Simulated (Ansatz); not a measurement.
MoTe₂ built on the 3R-MoS2 prototype, relaxed with r2SCAN+rVV10: 4 runs in the plane-wave code Ansatz, each a calculation of independent-particle optics. The symmetry is R3m (No. 160, trigonal); conventional cell a = 3.547 Å, c = 21.312 Å, 25.80 Å³ an atom. Around Mo lie 6 Te at 2.72 Å; around Te lie 3 Mo at 2.72 Å. No spin polarisation. The prototype was imposed, so other structures may be more stable.

```xyz
3
Lattice="1.7734 1.0239 7.1041 -1.7734 1.0239 7.1041 0.0000 -2.0478 7.1041" Properties=species:S:1:pos:R:3 pbc="T T T"
Mo    0.0000    0.0000   -0.0008
Te    0.0000    0.0000    8.8963
Te    0.0000    0.0000    5.3128
```

On meshes this coarse, single peaks can be features of the mesh. No local fields, no excitons; the zone sum runs over the cells of the mesh, and ε∞ includes the bands left out of the spectrum. Up to four peaks are listed, those above 15 % of the tallest and inside the complete range; the four can differ from row to row. Rows marked drawn have settings drawn at random (some not listed).

```tsv
functional	k mesh	broadening (eV)	scissors (eV)	range (eV)	settings	direct gap on the mesh before scissors (eV)	ε∞ xx	ε∞ yy	ε∞ zz	complete up to (eV)	tallest peaks of mean ε₂ (eV)
PBE	6×6×6	0.1	0.00	0–12	chosen	1.07	20.71	20.71	13.06	12.0	2.50 2.75 3.25 3.55
r2SCAN	6×6×6	0.1	0.00	0–12	chosen	1.15	18.85	18.85	11.71	12.0	2.70 3.50 3.90 4.15
PBE	6×6×6	0.1	0.38 (to HSE06)	0–12	chosen	1.07	18.16	18.16	11.97	12.0	2.90 3.15 3.65 3.95
LDA	6×6×6	0.4	1.50	0–10	drawn	1.06	14.33	14.33	10.14	10.0	4.60 9.80
```

The fundamental gap is indirect (0.90 eV with PBE on 6×6×6); the table holds the direct one.

Spin-orbit coupling is left out, which matters wherever the heavy atoms make up the band edges.
